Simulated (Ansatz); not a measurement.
**TiSi2 (Immm), a vibration from a frozen displacement**

These are results of Ansatz, DFT PBE, scalar-relativistic, plane waves, PAW, not measurements. Cutoff 420 eV, Γ-centred 12×12×8 k-points, Gaussian smearing of 0.15 eV. No spin polarisation. Energies are free energies at this smearing, counted from the undisturbed cell; pressure is positive in compression.

Reference structure (relaxed at this level; this form isn't the usual structure):

```
CELL_PARAMETERS angstrom
-2.97137 3.40982 0.00000
-1.48569 1.70491 -4.20475
-5.94275 -3.40982 0.00000
ATOMIC_POSITIONS crystal
Ti 0.66667 0.00000 0.66667
Ti 0.33333 0.00000 0.33333
Ti 0.00000 0.00000 0.00000
Si 0.66297 0.34072 0.33333
Si 0.32964 0.34072 0.00000
Si 0.99631 0.34072 0.66667
Si 0.00369 0.65928 0.33333
Si 0.67036 0.65928 0.00000
Si 0.33703 0.65928 0.66667
```

Atom 1 (Ti) is moved by x along the Cartesian unit vector (0.000, 1.000, 0.000); the cell and all other atoms stay fixed. The cell's volume is 127.81 Å³; the moved atoms weigh 47.867 u together and the others 264.244 u.

```csv
x (Å),ΔE (meV/cell),total force on the moved atoms along the move (eV/Å),pressure (GPa)
-0.1000,51.82,1.0348,0.2019
-0.0500,12.97,0.5186,0.0612
0.0000,0.00,0.0000,0.0142
0.0250,3.24,-0.2594,0.0259
0.0750,29.17,-0.7772,0.1199
```

Task: What frequency belongs to this motion?

Result: The force constant is k = −dF/dx = 10.375 eV/Å², from the parabola through x = -0.0500, 0 and 0.0250. In every cell the moved atoms swing against the rest, so the mass is μ = m₁m₂/(m₁ + m₂) = 40.526 u, and ν̃ = 521.5 cm⁻¹ × √(|k|/μ) = 264 cm⁻¹. The pattern needn't be a normal mode: ν̃² is then a weighted mean of the squared nonzero frequencies at the zone centre of this cell, so it lies between the lowest and the highest of them.

Task: How far does the harmonic law reach?

Result: At x = -0.100 Å, kx²/2 = 51.87 meV against the computed 51.82 meV (-0.1 %): the well is still close to harmonic there.

In a metal these slopes depend on the k mesh and the smearing.

Cost: 5 runs of about 3.6 core-minutes in all, on AMD EPYC 9R45 (Zen 5) (shared hosts).

The displaced Ti atom sits in a stiff, almost perfectly harmonic well. The restoring force probably comes mainly from Ti–Si contacts oblique to the displacement, which are shortened on one side and stretched on the other, with Ti 3d–Si 3p hybridisation and short-range repulsion both resisting the change. Inversion symmetry at the Ti site forbids a cubic term, so the first anharmonic correction is quartic; the slight weakening of force per displacement at larger amplitude suggests that it is small and softening.

The pressure rises roughly as the square of the displacement, in either direction. At fixed volume this means that the force constant grows on compression, the usual behaviour when shorter contacts stiffen a bond.

The cell holds three translationally equivalent TiSi2 units, but only one Ti moves. The 264 cm⁻¹ therefore mixes zone-centre motion of the primitive cell with folded modes of finite wavevector, and shouldn't be assigned to a single Raman or infrared line. Nor does the positive curvature exclude a soft mode, since stiffer components could mask it.
